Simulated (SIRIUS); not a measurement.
HfN in SIRIUS: the effect of functional

The system is HfN.

```xyz
2
Lattice="0.0000 2.2560 2.2560 2.2560 0.0000 2.2560 2.2560 2.2560 0.0000" Properties=species:S:1:pos:R:3 pbc="T T T"
Hf    0.0000    0.0000    0.0000
N     2.2560    2.2560    2.2560
```

Alike in all runs:

```yaml
Program: SIRIUS 7.12.0
Task: eos task
Potentials_or_basis: PseudoDojo 0.4.1 PBE standard (scalar relativistic)
Cutoff: 1152 eV
Density_cutoff: 4606 eV
k_mesh: 7 × 7 × 7
Occupations: fermi-dirac, width 0.05 eV
Spin: no spin polarisation
```

Problem. One run gave: V0 of scaled cells 11.43 Å³/atom; B0 284 GPa. Which functional did it use?
A. LDA
B. RPBE
C. PBEsol
D. PBE
E. PW91

Solution. C.

```csv
functional,V0 of scaled cells (Å³/atom),B0 (GPa)
LDA,11.23,299
PBE,11.74,265
PBEsol,11.43,284
RPBE,11.92,253
PW91,11.73,266
```

Caveats: the potentials were made for another functional, which shifts forces and pressure (some runs).

Not every run made on this cell is shown here.
